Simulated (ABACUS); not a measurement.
A run of ABACUS 3.10.1:

INPUT

```
INPUT_PARAMETERS
suffix              Ti
calculation         scf
basis_type          pw
pseudo_dir          ./
symmetry            1
dft_functional      pbe
ecutwfc             84
pseudo_rcut         10
nspin               1
nbands              10
ks_solver           dav
smearing_method     fd
smearing_sigma      0.00367493
scf_thr             1e-08
scf_nmax            100
mixing_type         broyden
mixing_beta         0.7
cal_force           1
cal_stress          1
kpar                4
```

The input STRU:

```
ATOMIC_SPECIES
Ti 47.8670 Ti.upf

LATTICE_CONSTANT
1.8897261246

LATTICE_VECTORS
-1.6410000000 1.6410000000 1.6410000000
1.6410000000 -1.6410000000 1.6410000000
1.6410000000 1.6410000000 -1.6410000000

ATOMIC_POSITIONS
Direct

Ti
0.0
1
0.0000000000 0.0000000000 0.0000000000 1 1 1
```

KPT

```
K_POINTS
0
Gamma
11 11 11 0 0 0
```

Potentials or basis: PseudoDojo NC SR 0.4.1 PBE standard, plane waves.

Run with:

```bash
$ OMP_NUM_THREADS=1 mpirun -np 4 abacus > log
```

Hardware: 4 MPI ranks on AMD EPYC 7R43 64-Core Processor (Zen 3) (shared host).

**Question.** Estimate the wall time of this run.

**Answer.** Run time: 6.3 s on 4 MPI ranks on AMD EPYC 7R43 64-Core Processor (Zen 3), on a shared host, peak memory 0.24 GiB a rank. Counts: scf iterations 7, k points 56, bands 10, ranks 4.
